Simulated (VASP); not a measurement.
# SiO2 (Quartz): the relaxed cell at several levels of theory, part 3 of 3

How much does the relaxed cell of SiO2 (Quartz) depend on the functional? The starting structure is a measured crystal structure from the Crystallography Open Database. The first relaxation on each setting starts from this cell expanded by 3 % in volume.

VASP 6.6.1.

Results so far: PBEsol 12.87 Å³ an atom; LDA 12.26 Å³ an atom; PBE 13.42 Å³ an atom; PBEsol + D3(BJ) 12.36 Å³ an atom; r2SCAN 12.70 Å³ an atom; r2SCAN + rVV10 12.28 Å³ an atom.

**8. Relaxation with rev-vdW-DF2**

Level of this step: rev-vdW-DF2; plane waves and PAW (Si, O) (VASP).

rev-vdW-DF2 revises the exchange of vdW-DF2 for solids. This run starts from the cell of an earlier relaxation, which isn't shown and was stopped at its time limit.

Input file INCAR:

```
SYSTEM = SiO2
PREC = Accurate
ENCUT = 520
EDIFF = 1E-06
NELM = 100
ISMEAR = 0
SIGMA = 0.03
LREAL = .FALSE.
ALGO = Normal
GGA = MK
AGGAC = 0
LUSE_VDW = .TRUE.
PARAM1 = 0.1234
PARAM2 = 0.711357
ZAB_VDW = -1.8867
LASPH = .TRUE.
NBANDS = 33
LORBIT = 11
LWAVE = .FALSE.
LCHARG = .FALSE.
KPAR = 16
IBRION = 2
NSW = 50
ISIF = 3
EDIFFG = -0.006
```

Input file POSCAR:

```
SiO2
1.0
    4.9178391511      0.0000000000      0.0000000000
   -2.4589195755      4.2589736365      0.0000000000
    0.0000000000      0.0000000000      5.4279116685
Si O
3 6
Direct
    0.4654670546      0.4654670546      0.0000000000
    0.0000000000      0.5345329454      0.6666666667
    0.5345329454      0.0000000000      0.3333333333
    0.8641465443      0.2750570769      0.4461540415
    0.7249429231      0.5890894674      0.7794873749
    0.4109105326      0.1358534557      0.1128207082
    0.2750570769      0.8641465443      0.5538459585
    0.5890894674      0.7249429231      0.2205126251
    0.1358534557      0.4109105326      0.8871792918
```

Input file KPOINTS:

```
Automatic mesh
0
Gamma
6 6 4
0 0 0
```

Potentials, in the order of the species: Si and O (PBE family, release 64).

The run is started by

```bash
$ mpirun -np 16 vasp_std
```

The log of the run:

```text
[banner, memory and clock lines left out]
running   16 mpi-ranks, on    1 nodes
[...]
[... a notice as in an earlier step ...]

 [... a notice as in an earlier step ...]

 [... a notice as in an earlier step ...]

 LDA part: xc-table for (Slater+PW92), standard interpolation
 POSCAR, INCAR and KPOINTS ok, starting setup
[...]
entering main loop
       N       E                     dE             d eps       ncg     rms          rms(c)
DAV:   1     0.289307055637E+03    0.28931E+03   -0.25229E+04  1584   0.134E+03
DAV:   2    -0.513276690945E+02   -0.34063E+03   -0.32931E+03  2051   0.309E+02
DAV:   3    -0.692767266683E+02   -0.17949E+02   -0.17873E+02  1984   0.755E+01
DAV:   4    -0.694755864255E+02   -0.19886E+00   -0.19860E+00  1999   0.885E+00
[...]
DAV:  11    -0.599737722812E+02    0.94657E-04   -0.71789E-04  2000   0.158E-01    0.200E-02
DAV:  12    -0.599737738878E+02   -0.16066E-05   -0.16244E-05  1968   0.237E-02    0.810E-03
DAV:  13    -0.599737736528E+02    0.23500E-06   -0.38894E-06  2000   0.110E-02
   1 F= -.59973774E+02 E0= -.59973774E+02  d E =-.599738E+02
[... from here on, the cycles between the ionic steps are left out ...]
   2 F= -.59973691E+02 E0= -.59973691E+02  d E =0.824381E-04
   3 F= -.59973824E+02 E0= -.59973824E+02  d E =-.500061E-04
   4 F= -.59973824E+02 E0= -.59973824E+02  d E =-.501335E-04
   5 F= -.59973827E+02 E0= -.59973827E+02  d E =-.290991E-05
   6 F= -.59973830E+02 E0= -.59973830E+02  d E =-.583051E-05
   7 F= -.59973839E+02 E0= -.59973839E+02  d E =-.905896E-05
   8 F= -.59973859E+02 E0= -.59973859E+02  d E =-.290449E-04
[...]
reached required accuracy - stopping structural energy minimisation
```

Run time: 6.9 min. Hardware: 16 MPI ranks of AMD EPYC 7R43, shared host; peak memory 9.3 GiB; 1.8 h of CPU time.

From OUTCAR (step 8):

```text
  Total       -0.0239245     -0.0239245     -0.0028887     -0.0000000      0.0000000      0.0000000
  in kB       -0.3370907     -0.3370907     -0.0407011     -0.0000000      0.0000000      0.0000000
  external PRESSURE =      -0.2382942 kB  Pullay stress =       0.0000000 kB

 POSITION                                       TOTAL-FORCE (eV/Angst)
 -----------------------------------------------------------------------------------
      1.14406      1.98156     -0.00000        -0.002019     -0.003496     -0.000000
      3.60303      2.27750      3.61924        -0.002019      0.003496     -0.000000
      2.62983      0.00000      1.80962         0.004037      0.000000     -0.000000
      3.57459      1.17196      2.42177        -0.000535     -0.000194     -0.004948
      2.11570      2.50971      4.23140         0.000436     -0.000367     -0.004948
      1.68662      0.57740      0.61215         0.000100      0.000561     -0.004948
     -0.77235      3.68167      3.00709         0.000100     -0.000561      0.004948
      1.11562      3.08711      1.19747        -0.000535      0.000194      0.004948
     -0.34327      1.74935      4.81672         0.000436      0.000367      0.004948
 -----------------------------------------------------------------------------------
    total drift:                               -0.000017     -0.000030     -0.000000

  FREE ENERGIE OF THE ION-ELECTRON SYSTEM (eV)
  ---------------------------------------------------
  free  energy   TOTEN  =       -59.9738586618 eV

  energy  without entropy=      -59.9738586618  energy(sigma->0) =      -59.97385866

[... 2 parts as in an earlier step ...]

[... 2 further parts left out ...]
[key lines of the parts left out:]
E-fermi :   1.1197
```

With rev-vdW-DF2 the relaxed cell holds 12.635 Å³ an atom, +0.45 % against the measured cell, with a = 4.918 Å and c = 5.429 Å. That is -1.86 % from PBEsol. Pressures at 0.985 and 1.015 times this volume, from two more relaxations that aren't shown, give a bulk modulus of 39.9 GPa.

**9. Relaxation with TPSS**

TPSS is an older meta-GGA. This run starts from the cell of an earlier relaxation, which isn't shown and was stopped at its time limit.

INCAR, as its differences from that of step 8:

```diff
@@ -9,8 +9,3 @@
 ALGO = Normal
-GGA = MK
-AGGAC = 0
-LUSE_VDW = .TRUE.
-PARAM1 = 0.1234
-PARAM2 = 0.711357
-ZAB_VDW = -1.8867
+METAGGA = TPSS
 LASPH = .TRUE.
```

Input file POSCAR:

```
SiO2
1.0
    5.0416320573      0.0000000000      0.0000000000
   -2.5208160286      4.3661814381      0.0000000000
    0.0000000000      0.0000000000      5.5280637618
Si O
3 6
Direct
    0.4807419100      0.4807419100      0.0000000000
    1.0000000000      0.5192580900      0.6666666667
    0.5192580900      0.0000000000      0.3333333333
    0.8316373403      0.2480379734      0.4679359089
    0.7519620266      0.5835993669      0.8012692423
    0.4164006331      0.1683626597      0.1346025756
    0.2480379734      0.8316373403      0.5320640911
    0.5835993669      0.7519620266      0.1987307577
    0.1683626597      0.4164006331      0.8653974244
```

KPOINTS is that of step 8.

The run is started by

```bash
$ mpirun -np 16 vasp_std
```

The log of the run:

```text
[... set-up lines as in an earlier step ...]
 entering main loop
       N       E                     dE             d eps       ncg     rms          rms(c)
DAV:   1     0.337017264327E+03    0.33702E+03   -0.24696E+04  1584   0.135E+03
DAV:   2    -0.464493363760E+01   -0.34166E+03   -0.32898E+03  2063   0.319E+02
DAV:   3    -0.232352768340E+02   -0.18590E+02   -0.18495E+02  2014   0.801E+01
DAV:   4    -0.234198203866E+02   -0.18454E+00   -0.18436E+00  1936   0.870E+00
[...]
DAV:  16    -0.984090225509E+02    0.43974E-05   -0.79497E-05  1816   0.482E-02    0.153E-02
DAV:  17    -0.984090236574E+02   -0.11065E-05   -0.14175E-06  1407   0.770E-03    0.662E-03
DAV:  18    -0.984090234168E+02    0.24059E-06   -0.46697E-07  1176   0.509E-03
   1 F= -.98409023E+02 E0= -.98409023E+02  d E =-.984090E+02
[... from here on, the cycles between the ionic steps are left out ...]
   2 F= -.98409023E+02 E0= -.98409023E+02  d E =0.596992E-08
   4 F= -.98409113E+02 E0= -.98409113E+02  d E =-.405431E-04
   7 F= -.98409205E+02 E0= -.98409205E+02  d E =-.924789E-04
  10 F= -.98409209E+02 E0= -.98409209E+02  d E =-.962069E-04
  13 F= -.98409247E+02 E0= -.98409247E+02  d E =-.386965E-04
  16 F= -.98409349E+02 E0= -.98409349E+02  d E =-.722053E-04
  19 F= -.98409746E+02 E0= -.98409746E+02  d E =-.469792E-03
  22 F= -.98409823E+02 E0= -.98409823E+02  d E =-.844816E-04
  25 F= -.98409977E+02 E0= -.98409977E+02  d E =-.679924E-04
  28 F= -.98410237E+02 E0= -.98410237E+02  d E =-.753808E-04
  31 F= -.98410433E+02 E0= -.98410433E+02  d E =-.271168E-03
  34 F= -.98410486E+02 E0= -.98410486E+02  d E =-.505806E-04
  36 F= -.98410489E+02 E0= -.98410489E+02  d E =-.541764E-04
  37 F= -.98410493E+02 E0= -.98410493E+02  d E =-.385922E-05
 trial-energy change:   -0.000004  1 .order   -0.000003   -0.000004   -0.000002
 step:   0.5320(harm=  0.5320)  dis= 0.00014  next Energy=   -98.410494 (dE=-0.456E-05)
 reached required accuracy - stopping structural energy minimisation
```

Elapsed: 17 min, on 16 MPI ranks; peak memory 5.3 GiB.

From OUTCAR (step 9):

```text
  Total        0.0107646      0.0107646      0.0107566      0.0000000     -0.0000000     -0.0000000
  in kB        0.1403732      0.1403732      0.1402679      0.0000000     -0.0000000     -0.0000000
  external PRESSURE =       0.1403381 kB  Pullay stress =       0.0000000 kB

 POSITION                                       TOTAL-FORCE (eV/Angst)
 -----------------------------------------------------------------------------------
      1.22311      2.11849     -0.00000         0.002461      0.004263     -0.000000
     -1.30644      2.26282      3.69538         0.002461     -0.004263     -0.000000
      2.61287      0.00000      1.84769        -0.004923     -0.000000      0.000000
      3.56335      1.06092      2.62134        -0.000205     -0.001620     -0.001431
      2.35864      2.55549      4.46903         0.001506      0.000632     -0.001431
      1.66666      0.76490      0.77365        -0.001301      0.000988     -0.001431
     -0.86289      3.61641      2.92173        -0.001301     -0.000988      0.001431
      1.03380      3.32039      1.07404        -0.000205      0.001620      0.001431
     -0.17091      1.82581      4.76941         0.001506     -0.000632      0.001431
 -----------------------------------------------------------------------------------
    total drift:                               -0.000000     -0.000001     -0.000000

  FREE ENERGIE OF THE ION-ELECTRON SYSTEM (eV)
  ---------------------------------------------------
  free  energy   TOTEN  =       -98.4104931835 eV

  energy  without entropy=      -98.4104931835  energy(sigma->0) =      -98.41049318

[... 2 parts as in an earlier step ...]

[... 2 further parts left out ...]
[key lines of the parts left out:]
E-fermi :   0.5666
```

With TPSS the relaxed cell holds 13.652 Å³ an atom, +8.54 % against the measured cell, with a = 5.059 Å and c = 5.543 Å. That is +6.04 % from PBEsol.

**10. All runs side by side**

```
          level  volume (Å³/atom)  against the measured cell (%)   a (Å)   c (Å)  bulk modulus (GPa)  pressure left (GPa)  core minutes
         PBEsol            12.874                           2.35  4.9555   5.448                34.6                 0.02          15.5
            LDA            12.256                          -2.56  4.8688  5.3732                36.8                 0.04          58.8
            PBE            13.422                           6.71  5.0269  5.5198                25.8                -0.02          79.0
PBEsol + D3(BJ)            12.357                          -1.75  4.8817  5.3888                37.5                 0.02          69.8
         r2SCAN            12.695                           0.93  4.9314  5.4252                39.6                  0.0          75.2
 r2SCAN + rVV10            12.276                           -2.4  4.8683   5.383                44.2                -0.03         482.0
    rev-vdW-DF2            12.635                           0.45  4.9179  5.4289                39.9                -0.02         517.0
           TPSS            13.652                           8.54  5.0591  5.5431                   -                 0.01         674.0
```

Core minutes are wall time times ranks, summed over the relaxations behind a row (those for a bulk modulus apart), on shared hosts.

**11. Results**

```yaml
volume_pbesol: 12.87 Å³/atom
volume_lda: 12.26 Å³/atom
volume_pbe: 13.42 Å³/atom
volume_pbesol_d3_bj: 12.36 Å³/atom
volume_r2scan: 12.70 Å³/atom
volume_r2scan_rvv10: 12.28 Å³/atom
volume_rev_vdw_df2: 12.63 Å³/atom
volume_tpss: 13.65 Å³/atom
```

Across 8 levels the volume of SiO2 (Quartz) spans 11.4 %, from 12.26 Å³ an atom (LDA) to 13.65 Å³ (TPSS). Against the measured volume of the starting structure, rev-vdW-DF2 comes nearest (+0.5 %) and TPSS lies farthest (+8.5 %). The measured cell holds zero-point expansion and, unless it was taken cold, thermal expansion, which the runs lack, so small differences decide nothing. Adding D3(BJ) to PBEsol changes the volume by -4.0 %. Adding rVV10 to r2SCAN changes the volume by -3.3 %. The bulk modulus goes from 25.8 GPa (PBE) to 44.2 GPa (r2SCAN + rVV10). LASPH is on in some of these runs and off in others, which adds a little to the differences. All runs keep the symmetry of the start, so they can't find a distortion of lower symmetry. Further runs on this material are not shown.

[Lines on the potential files, build, host, timing and source positions are cut from VASP's logs without a mark.]

[Logs are printed without paths, hosts, clocks, repeated set-up lines and the standing remarks that a program may print on its own settings, such as how far it seeks lower states.]

[Hosts, paths, dates, database ids (printed as entryN), source tags and the programs' standing remarks are cut or masked in the printed files.]
